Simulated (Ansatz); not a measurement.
## Pressure against volume: HfN

```xyz
2
Lattice="0.0000 2.2590 2.2590 2.2590 0.0000 2.2590 2.2590 2.2590 0.0000" Properties=species:S:1:pos:R:3 pbc="T T T"
Hf    0.0000    0.0000    0.0000
N     2.2590    2.2590    2.2590
```

The geometry is COD entry 1539063, unchecked; take it as a test cell.

Spin polarisation is left out, and whether a magnetic state lies lower isn't shown here.

No spin–orbit coupling, which matters for the heavy atoms here.

All numbers are computed: DFT, LDA, all-electron LAPW, scalar-relativistic (Ansatz 0.2.0); DFT, LDA, PAW with Ansatz's default frozen-core files, scalar-relativistic (Ansatz 0.2.0).

For LAPW: a Γ-centred 10×10×10 k mesh, Fermi–Dirac smearing of 0.03 eV, basis error target 1 meV/atom, no spin polarisation. PAW takes a cutoff of 420 eV at this cell (files made with PBE, cores remade for this functional). The Ansatz runs share mesh, smearing and spin set-up. Plane-wave (PAW) pressures include the program's estimate of the Pulay term.

The cell above is scaled evenly, with fractional coordinates and shape held.

| V/V(cell) | V (Å³/atom) | P, LAPW (GPa) | P, PAW (GPa) |
| --- | --- | --- | --- |
| 0.9400 | 10.836 | 9.28 | 9.12 |
| 0.9600 | 11.067 | 2.42 | 2.28 |
| 0.9800 | 11.297 | -3.74 | -3.86 |
| 0.9900 | 11.413 | -6.57 | -6.69 |
| 1.0000 | 11.528 | -9.26 | -9.36 |
| 1.0100 | 11.643 | -11.80 | -11.90 |
| 1.0200 | 11.758 | -14.21 | -14.30 |
| 1.0400 | 11.989 | ? | ? |
| 1.0600 | 12.220 | -22.62 | -22.71 |

Q: Fill in the row V/V(cell) = 1.0400.

A: P, LAPW (GPa) = -18.65, P, PAW (GPa) = -18.73.

Q: What do Birch–Murnaghan fits to the pressures give?

A: LAPW: V0 = 11.15 Å³/atom, B0 = 301 GPa, B0′ = 4.3; PAW: V0 = 11.15 Å³/atom, B0 = 301 GPa, B0′ = 4.3.

PAW's V0 lies -0.04 % from the all-electron value and its B0 -0.1 %. Symmetry fixes shape and coordinates here, so this is the relaxed modulus.
